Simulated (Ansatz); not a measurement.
HfB2:

```xyz
3
Lattice="3.1400 0.0000 0.0000 -1.5700 2.7193 0.0000 0.0000 0.0000 3.4800" Properties=species:S:1:pos:R:3 pbc="T T T"
Hf    0.0000    0.0000    0.0000
B     1.5700    0.9064    1.7400
B     0.0000    1.8129    1.7400
```

Base run:

| Item | Value |
| --- | --- |
| Program | Ansatz 0.2.0 |
| Functional | r2SCAN |
| Potentials or basis | Ansatz PAW |
| Cutoff | 500 eV (not typed: the program's choice for these potentials) |
| k mesh | 10 × 10 × 8 |
| Occupations | fermi-dirac, width 0.05 eV |
| Spin | no spin polarisation |

Its results: band gap on the k mesh none (metal or under the smearing width); pressure -0.6 GPa.

**Question.** After a change of settings the same cell gave: band gap on the k mesh none (metal or under the smearing width); pressure 1.4 GPa. Which change was it?
A. functional from r2SCAN to PBEsol; cutoff from 500 eV (not typed: the program's choice for these potentials) to 420 eV (not typed: the program's choice for these potentials); spin from no spin polarisation to spin-orbit coupling, no magnetisation; potential files from those of the base run to others of the same set
B. functional from r2SCAN to LDA; cutoff from 500 eV (not typed: the program's choice for these potentials) to 420 eV (not typed: the program's choice for these potentials)
C. functional from r2SCAN to PBEsol; cutoff from 500 eV (not typed: the program's choice for these potentials) to 420 eV (not typed: the program's choice for these potentials)
D. functional from r2SCAN to PBE; cutoff from 500 eV (not typed: the program's choice for these potentials) to 420 eV (not typed: the program's choice for these potentials)

**Answer.** D.

Caveats: spin-orbit coupling is left out, which moves the levels of the heavy elements; the PAW data sets come from PBE, with cores solved anew for the run's functional, which leaves a small shift of forces and pressure (some runs).
